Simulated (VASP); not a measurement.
SnSe in VASP 6.6.1, single-point calculation

INCAR

```
SIGMA = 0.02
LREAL = .FALSE.
LCHARG = .FALSE.
LWAVE = .FALSE.
ISMEAR = -1
GGA = PE
NSW = 0
NELM = 78
NBANDS = 17
ENCUT = 520
EDIFF = 1E-7
ISIF = 2
LASPH = .TRUE.
PREC = Normal
IBRION = -1
```

KPOINTS

```
KPOINTS created by Atomic Simulation Environment
0
Gamma
8 8 8
0 0 0
```

POSCAR

```
Sn Se
 1.0000000000000000
     0.0000000000000000    2.9848894912000001    2.9848894912000001
     2.9986199829000002    0.0000000000000000    2.9848894912000001
     2.9986199829000002    2.9848894912000001    0.0000000000000000
 Sn  Se
   1   1
Cartesian
  0.0000000000000000  0.0000000000000000  0.0000000000000000
  2.9986199829000002  2.9848894912000001  2.9848894912000001
```

The recommended PBE PAW datasets give the neutral cell 20 valence electrons.

Command

```
mpirun -np 1 vasp_std
```

OSZICAR

```
N       E                     dE             d eps       ncg     rms          rms(c)
DAV:   1     0.131750489964E+03    0.13175E+03   -0.98146E+03  2023   0.144E+03
DAV:   2     0.425300266878E+01   -0.12750E+03   -0.12313E+03  2153   0.349E+02
DAV:   3    -0.804999601603E+01   -0.12303E+02   -0.12166E+02  2460   0.934E+01
DAV:   4    -0.837101216548E+01   -0.32102E+00   -0.32075E+00  2423   0.159E+01
DAV:   5    -0.838003236466E+01   -0.90202E-02   -0.90197E-02  2884   0.263E+00    0.317E+00
DAV:   6    -0.820775570902E+01    0.17228E+00   -0.41828E-01  2889   0.377E+00    0.191E+00
DAV:   7    -0.820624349061E+01    0.15122E-02   -0.78655E-02  2362   0.126E+00    0.926E-01
DAV:   8    -0.820829531552E+01   -0.20518E-02   -0.82877E-03  2469   0.811E-01    0.114E-01
DAV:   9    -0.820812659356E+01    0.16872E-03   -0.12811E-03  2885   0.302E-01    0.489E-02
DAV:  10    -0.820818978863E+01   -0.63195E-04   -0.15927E-04  2398   0.716E-02    0.115E-02
DAV:  11    -0.820819488016E+01   -0.50915E-05   -0.18223E-05  2714   0.372E-02    0.287E-03
DAV:  12    -0.820819518609E+01   -0.30592E-06   -0.13275E-06  2539   0.115E-02    0.187E-03
DAV:  13    -0.820819507871E+01    0.10738E-06   -0.86381E-08  1960   0.286E-03    0.652E-04
DAV:  14    -0.820819502277E+01    0.55938E-07   -0.47650E-08  1637   0.153E-03
   1 F= -.82081950E+01 E0= -.82081950E+01  d E =-.871914E-09
```

From OUTCAR

```
k-points           NKPTS =     59   k-points in BZ     NKDIM =     59   number of bands    NBANDS=     17

   NELECT =      20.0000    total number of electrons

   dimension x,y,z NGX =    24 NGY =   24 NGZ =   24
   dimension x,y,z NGXF=    48 NGYF=   48 NGZF=   48

  energy-cutoff  :      520.00
  volume of cell :       53.43
      direct lattice vectors                 reciprocal lattice vectors
     0.000000000  2.984889491  2.984889491    -0.166743370  0.167510389  0.167510389
     2.998619983  0.000000000  2.984889491     0.166743370 -0.167510389  0.167510389
     2.998619983  2.984889491  0.000000000     0.166743370  0.167510389 -0.167510389

 k-points in reciprocal lattice and weights: KPOINTS created by Atomic Simulation Env
   0.00000000  0.00000000  0.00000000       0.002
   0.12500000 -0.00000000 -0.00000000       0.016
   0.25000000 -0.00000000 -0.00000000       0.016
   0.37500000 -0.00000000 -0.00000000       0.016
   0.50000000 -0.00000000 -0.00000000       0.008
   0.12500000  0.12500000  0.00000000       0.008
   0.25000000  0.12500000 -0.00000000       0.031
   0.37500000  0.12500000 -0.00000000       0.031
   ...

 E-fermi :   6.1272

 k-point     1 :       0.0000    0.0000    0.0000
  band No.  band energies     occupation
      1     -15.7846      2.00000
      2     -15.7846      2.00000
      3     -15.7839      2.00000
      4     -15.7832      2.00000
      5     -15.7818      2.00000
      6      -8.1910      2.00000
      7       0.8187      2.00000
      8       3.5529      2.00000
      9       3.5529      2.00000
     10       3.5975      2.00000
     11      10.1390      0.00000
     12      10.2497      0.00000
     13      10.2497      0.00000
     14      11.6353      0.00000
     15      11.6696      0.00000
     16      11.6696      0.00000
     17      13.9979      0.00000

 k-point     2 :       0.1250   -0.0000   -0.0000
  band No.  band energies     occupation
      1     -15.7852      2.00000
      2     -15.7842      2.00000
      3     -15.7838      2.00000
      4     -15.7815      2.00000
      5     -15.7814      2.00000
      6      -8.0776      2.00000
      7       0.1901      2.00000
      8       3.5751      2.00000
      9       3.5996      2.00000
     10       4.0679      2.00000
     11       9.2980      0.00000
     12       9.4372      0.00000
     13       9.4832      0.00000
     14      11.6557      0.00000
     15      12.0276      0.00000
     16      12.0447      0.00000
     17      15.0084      0.00000

 k-point     3 :       0.2500   -0.0000   -0.0000
  band No.  band energies     occupation
      1     -15.7882      2.00000
      2     -15.7869      2.00000
      3     -15.7828      2.00000
      4     -15.7770      2.00000
      5     -15.7765      2.00000
      6      -7.7711      2.00000
      7      -0.9523      2.00000
      8       3.6487      2.00000
      9       3.6611      2.00000
     10       4.8507      2.00000
     11       8.0025      0.00000
     12       8.2548      0.00000
     13       8.2952      0.00000
     14      11.9690      0.00000
     15      13.0066      0.00000
     16      13.0116      0.00000
     17      17.2052      0.00000

 ...

  Total        0.5548218      0.7560418      0.7560418     -0.0000000      0.0000000      0.0000000
  in kB       16.6362777     22.6698382     22.6698382     -0.0000000      0.0000000      0.0000000
  external PRESSURE =      20.6586514 kB  Pullay stress =       0.0000000 kB

 POSITION                                       TOTAL-FORCE (eV/Angst)
 -----------------------------------------------------------------------------------
      0.00000      0.00000      0.00000        -0.000000     -0.000000     -0.000000
      2.99862      2.98489      2.98489         0.000000      0.000000      0.000000
 -----------------------------------------------------------------------------------
    total drift:                                0.000000     -0.000000     -0.000000

  FREE ENERGIE OF THE ION-ELECTRON SYSTEM (eV)
  ---------------------------------------------------
  free  energy   TOTEN  =        -8.2081950228 eV

  energy  without entropy=       -8.2081950219  energy(sigma->0) =       -8.20819502
```

It converged. Results: gap between bands v and c on the k mesh 0.67 eV; least direct gap on the k mesh 0.67 eV; pressure 2.1 GPa. Band v is the last that the valence electrons fill when counted band by band, and c is the next.

For comparison, a separate PBE run of the intended cell, on usual settings and not on those above, gives a gap of 0.67 eV on its mesh and a pressure of 2.1 GPa.

The run above took about 21 s on one core of a shared host (Intel Xeon Platinum 8488C) and held 0.17 GiB at most.
